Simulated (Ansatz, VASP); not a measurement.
**Mg in VASP and in Ansatz**

```xyz
2
Lattice="3.1483 0.0000 0.0000 -1.5742 2.7265 0.0000 0.0000 0.0000 5.0303" Properties=species:S:1:pos:R:3 pbc="T T T"
Mg    0.0000    1.8177    1.2576
Mg    1.5742    0.9088    3.7727
```

Alike in both runs: functional LDA; k mesh 12 × 12 × 7; occupations fermi-dirac, width 0.05 eV; no spin polarisation.

Ansatz relaxed the structure, and its values are those at the end. VASP's run is a single point on that final structure, the one shown.

```csv
,VASP,Ansatz
version,VASP 6.6.1,Ansatz 0.2.0
potentials or method,"VASP PAW LDA potentials, release 64 (Mg), cutoff 520 eV","all-electron LAPW, scalar-relativistic"
```

Ansatz gave:

```
gap on the k mesh at the Fermi level (eV) : none
pressure (GPa)                            : 0.0
```

Task: Which values does VASP return?

Result: gap on the k mesh at the Fermi level (eV): none; pressure (GPa): -0.3.

A gap of «none» marks a metal or a gap that the smearing closes. Ansatz ran all-electron here, so the differences hold the error of VASP's frozen core and of both bases.
